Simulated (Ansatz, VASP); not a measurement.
## One calculation of TiO2 (Anatase), two programs

File INCAR:

```
SYSTEM = TiO2
  ALGO = Normal
  EDIFF = 1E-6
  EDIFFG = -0.001
  ENCUT = 600
  GGA = PS
  IBRION = 2
  ISIF = 3
  ISMEAR = 0
  LASPH = .TRUE.
  LCHARG = .FALSE.
  LREAL = .FALSE.
  LWAVE = .FALSE.
  NELM = 100
  NSW = 80
  PREC = Accurate
  SIGMA = 0.01
```

File KPOINTS:

```
k-points
0
G
  12 12 12
  0 0 0
```

The input POSCAR:

```
TiO2
1.0
   -1.8848916288      1.8848916288      4.7758664511
    1.8848916288     -1.8848916288      4.7758664511
    1.8848916288      1.8848916288     -4.7758664511
Ti O
2 4
Direct
    0.0000000000      0.0000000000      0.0000000000
    0.7500000000      0.2500000000      0.5000000000
    0.2075275980      0.2075275980      0.0000000000
    0.9575275980      0.4575275980      0.5000000000
    0.5424724020      0.0424724020      0.5000000000
    0.7924724020      0.7924724020      0.0000000000
```

Input for Ansatz:

```yaml
crystal:
  lattice:
    - [-1.8848916288, 1.8848916288, 4.7758664511]
    - [1.8848916288, -1.8848916288, 4.7758664511]
    - [1.8848916288, 1.8848916288, -4.7758664511]
  atoms:
    - { symbol: Ti, position: [0.0, 0.0, 0.0] }
    - { symbol: Ti, position: [0.75, 0.25, 0.5] }
    - { symbol: O, position: [0.207527598, 0.207527598, 0.0] }
    - { symbol: O, position: [0.957527598, 0.457527598, 0.5] }
    - { symbol: O, position: [0.542472402, 0.042472402, 0.5] }
    - { symbol: O, position: [0.792472402, 0.792472402, 0.0] }
basis:
  ecutwfc: 420
kpoints:
  mp_grid: { grid: [12, 12, 12] }
hamiltonian:
  xc: pbesol
scf:
  occupations: { method: fixed }
output:
  forces: true
  stress: true
  eigenvalues: true
relax:
  adjacent_minimum: "off"
  f_tol: 0.001
  max_steps: 60
  cell: { stress_tol: 0.01 }
```

Alike in both runs: task relaxation of cell and atoms; functional PBEsol; k mesh 12 × 12 × 12; no spin polarisation.

|  | VASP | Ansatz |
| --- | --- | --- |
| version | VASP 6.6.1 | Ansatz 0.2.0 |
| potentials or method | VASP PAW PBE potentials, release 64 (Ti_sv, O) | scalar-relativistic, plane waves, PAW |
| plane-wave cutoff (eV) | 600 | 420 |
| occupations | gaussian, width 0.01 eV | fixed |
| valence electrons in the cell | 48 | 48 |

Ansatz gave:

| Item | Value |
| --- | --- |
| gap on the k mesh at the Fermi level, each at its own relaxed structure (eV) | 2.11 |
| relaxed volume (Å³/atom) | 11.31 |
| relaxed cell length with the largest relative difference (Å) | 5.469 |

Task: Estimate VASP's values.

Result: gap on the k mesh at the Fermi level, each at its own relaxed structure (eV): 2.08; relaxed volume (Å³/atom): 11.34; relaxed cell length with the largest relative difference (Å): 5.474.

Caveats: the PAW data sets were made with another functional, which shifts forces and pressure a little (VASP). A k mesh can miss the band edges.
